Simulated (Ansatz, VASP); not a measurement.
MgZnO4: VASP beside Ansatz

```
Mg Zn O
1.0
     3.15187   -3.30092    0.00000
     3.15187    3.30092    0.00000
     0.00000    0.00000    2.80449
Mg Zn O
1 1 4
Direct
  0.50000 0.50000 0.00000
  0.00000 0.00000 0.50000
  0.30170 0.30170 0.50000
  0.69830 0.69830 0.50000
  0.78471 0.21529 0.00000
  0.21529 0.78471 0.00000
```

Change from the starting cell: species swapped into the AlWO4 type (Cmmm, No. 65).

Alike in both runs: task single point; functional PBE; k mesh 4 × 4 × 6; occupations gaussian, width 0.1 eV; no spin polarisation.

|  | VASP | Ansatz |
| --- | --- | --- |
| version | VASP 6.6.1 | Ansatz 0.2.0 |
| potentials or method | VASP PAW PBE potentials, release 64 (Mg, Zn, O) | scalar-relativistic, plane waves, PAW |
| plane-wave cutoff (eV) | 520 | 420 |
| valence electrons in the cell | 38 | 46 |

```csv
,VASP,Ansatz,Ansatz less VASP
gap on the k mesh at the Fermi level (eV),none,none,-
pressure (GPa),22.9,21.9,-1.01
largest component of the traceless stress (GPa),11.80,11.96,+0.167
rms of the force components (eV/Å),0.722,0.780,+0.0574
```

Atom by atom the forces differ by 0.057 eV/Å (rms over components). A gap of «none» marks a metal or a gap that the smearing closes. The two sets of potentials don't hold the same shells in valence.

Caveats: the k mesh is coarse (spacing up to 0.37 Å⁻¹), so the values aren't converged; so large a pressure means that the cell lies far from this level's equilibrium, or that cutoff or potentials fall short (VASP); forces of over 1 eV/Å show positions far from the minimum, so gaps and moduli don't describe the material at rest.
